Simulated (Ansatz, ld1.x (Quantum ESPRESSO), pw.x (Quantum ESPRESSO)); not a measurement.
## iridium: one change to the RRKJ potential, in the atom and in the bcc crystal

iridium, norm-conserving RRKJ (Kleinman–Bylander form), made with ld1.x (Quantum ESPRESSO) 7.5 (PBE, scalar-relativistic). Core [Xe] 4f14, reference 5d7 6s1 6p0 (charge +1). Waves: 6p (bound, empty): rc 2.55 bohr; 5d (bound): rc 2.00 bohr; 6s (bound): rc 2.20 bohr. Local part: the s channel. Core correction: a·sin(br)/r model core inside 1.55 bohr. rho0 = 0.02.

Change: local potential all-electron potential smoothed inside 1.70 bohr (lloc = -1).

Cutoffs, loose and tight: the cutoffs (Ry, on a coarse ladder) from which the occupation-weighted sum of valence levels, in a spherical-Bessel basis at the reference potential, stays within 10 and 1 mRy of its value at 400 Ry. They do not see the model core or the augmentation charge, which bear on the density cutoff. Test errors are all-electron minus pseudo excitation energies from the reference, over the configurations 5d7 6s2 6p0; 5d7 6s0 6p0; 5d6 6s0 6p0; 5d5 6s0 6p0; 5d8 6s1 6p0; 5d6 6s2 6p1; 5d7 6s0 6p2; variants that change the core or the reference have their own tests.

Crystal test: bcc Ir in pw.x 7.5, no spin, 15³ k-points, Fermi–Dirac smearing 0.01 Ry, cutoffs set for each file from its atomic test. The reference is all-electron LAPW (Ansatz 0.2.0) with the same functional, mesh and smearing; V0 and B0 come from Birch–Murnaghan fits to the pressures at five volumes. Errors are pseudo minus all-electron; Δ is the rms difference of the E(V) curves that follow from these fits, minima aligned, over ±6 % about the mean V0. Mesh and smearing are coarse, so the numbers serve the comparison and aren't converged zero-temperature values; the lattice is a test structure that the element need not adopt.

All-electron: a0 = 3.113 Å (V0 = 15.09 Å³/atom), B0 = 303.1 GPa.

Question: Does the change bring the crystal closer to the all-electron result?

Answer: The mean pressure error goes from +10.02 to -41.33 GPa, so the change moves the solid further from the all-electron pressures.

```csv
quantity,base,changed
outcome (atom),generated,generated
"cutoff, loose (atom)",35 Ry,35 Ry
"cutoff, tight (atom)",40 Ry,40 Ry
bound ghosts (atom),none,"s, p"
largest test error (meV) (atom),-613,-367
cutoffs in pw.x (Ry),50/200,50/200
a0 (Å),3.146,–
a0 error (%),+1.05,–
B0 error (%),-1.9,–
Δ (meV/atom),31.7,–
mean pressure error (GPa),+10.02,-41.33
```

A dash: not determined, or the minimum lies outside the volumes sampled.

Base: This is a poor potential for the solid. Changed file: This is a poor potential for the solid. Note: ghost states, extra bound levels that the all-electron valence spectrum of the same l lacks: s at -74.8 eV, p at -22.7 eV. A true bound ghost makes a file unfit for plane-wave use. The atomic cutoffs weigh occupied waves only.
